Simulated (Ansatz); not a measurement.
## Be: what symmetry allows forces and stress to be

```yaml
crystal:
  lattice:
    - [4.02835, 0.00000, 0.00000]
    - [0.00000, 4.02835, 0.00000]
    - [0.00000, 0.00000, 2.24738]
  atoms:
    - { symbol: Be, position: [0.35826, 0.27003, 0.00000] }
    - { symbol: Be, position: [0.64174, 0.72997, 0.00000] }
    - { symbol: Be, position: [0.22997, 0.85826, 0.50000] }
    - { symbol: Be, position: [0.77003, 0.14174, 0.50000] }
```

Theory: DFT PBE, scalar-relativistic, plane waves, PAW (Ansatz).

Settings: cutoff 420 eV, Γ-centred mesh 10×10×16 on the computed 4-atom cell, Gaussian smearing of 0.10 eV; no spin polarisation.

This distorted cell has space group P4_2/m, with 8 operations.

Q: Without a calculation: in which directions can each atom feel a force?

A: A force must be left unchanged by every operation that keeps its atom in place, so it lies in the space that those operations leave fixed. Atoms that the group maps onto each other feel forces of one size.
| atom | site symmetry | operations at the site | equivalent to atom | allowed force (Cartesian) |
| --- | --- | --- | --- | --- |
| Be1 | m.. | 2 | 1 | in the plane normal to (0.00, 0.00, 1.00) |
| Be2 | m.. | 2 | 1 | in the plane normal to (0.00, 0.00, 1.00) |
| Be3 | m.. | 2 | 1 | in the plane normal to (0.00, 0.00, 1.00) |
| Be4 | m.. | 2 | 1 | in the plane normal to (0.00, 0.00, 1.00) |

That leaves 2 independent force components of 12. A relaxation in this cell that keeps the symmetry moves the atoms in these directions alone.

Q: And the stress tensor?

A: It must be invariant under the point group, which leaves 2 independent components: yz, xz, xy vanish; xx = yy.

Q: Do the computed values obey this?

A: Yes. Forces (eV/Å):
```
Be1 -1.164  1.196  0.000
Be2  1.164 -1.196  0.000
Be3 -1.196 -1.164  0.000
Be4  1.196  1.164  0.000
```

Stress (GPa, compression positive, xx yy zz yz xz xy): -1.71 -1.71 2.53 0.00 0.00 0.00. The program imposes the same operations on density, forces and stress, so this confirms the analysis and is no independent test of the calculation.

This form isn't the element's structure at ambient conditions.